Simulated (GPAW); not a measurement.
Crystal: Ti.

```
Ti
1.0
     4.56737    0.00000    0.00000
    -2.28369    3.95546    0.00000
     0.00000    0.00000    2.82624
Ti
3
Direct
  0.66667 0.33333 0.50000
  0.33333 0.66667 0.50000
  0.00000 0.00000 0.00000
```

This isn't the form of Ti at room conditions, which is hcp.

| Quantity | Value |
| --- | --- |
| Program | GPAW 26.7.0 |
| Task | relaxation of cell and atoms |
| Functional | PBEsol |
| Potentials or basis | PAW data sets generated in the run's folder for this functional |
| Cutoff | 600 eV |
| Basis | pw |
| k mesh | 5 × 5 × 6 |
| Occupations | fermi-dirac, width 0.05 eV |
| Spin | no spin polarisation |

At the start: pressure -4.1 GPa; volume 17.02 Å³/atom.

**Question.** Where does the relaxation end?

**Answer.** Over 6 steps the energy falls by 5.1 meV/atom and the volume is 16.42 Å³/atom (-3.5 %); space group P6/mmm (No. 191, to 0.05 Å).

Step by step:
```csv
step,energy change (eV),largest force (eV/Å),pressure (GPa),volume (Å³)
1,0.0000,0.0000,-4.14,51.06
2,-0.0062,0.0000,-3.47,50.74
3,-0.0146,0.0000,0.14,49.16
4,-0.0150,0.0000,0.02,49.21
5,-0.0153,0.0000,-0.07,49.24
6,-0.0154,0.0000,-0.10,49.25
```

Final structure:
```yaml
crystal:
  lattice:
    - [4.50583, 0.00000, 0.00000]
    - [-2.25291, 3.90216, 0.00000]
    - [0.00000, 0.00000, 2.80112]
  atoms:
    - { symbol: Ti, position: [0.66667, 0.33333, 0.50000] }
    - { symbol: Ti, position: [0.33333, 0.66667, 0.50000] }
    - { symbol: Ti, position: [0.00000, 0.00000, 0.00000] }
```

Caveat: the k mesh is coarse (spacing up to 0.37 Å⁻¹), so the values aren't converged; later steps reuse the first step's grids.
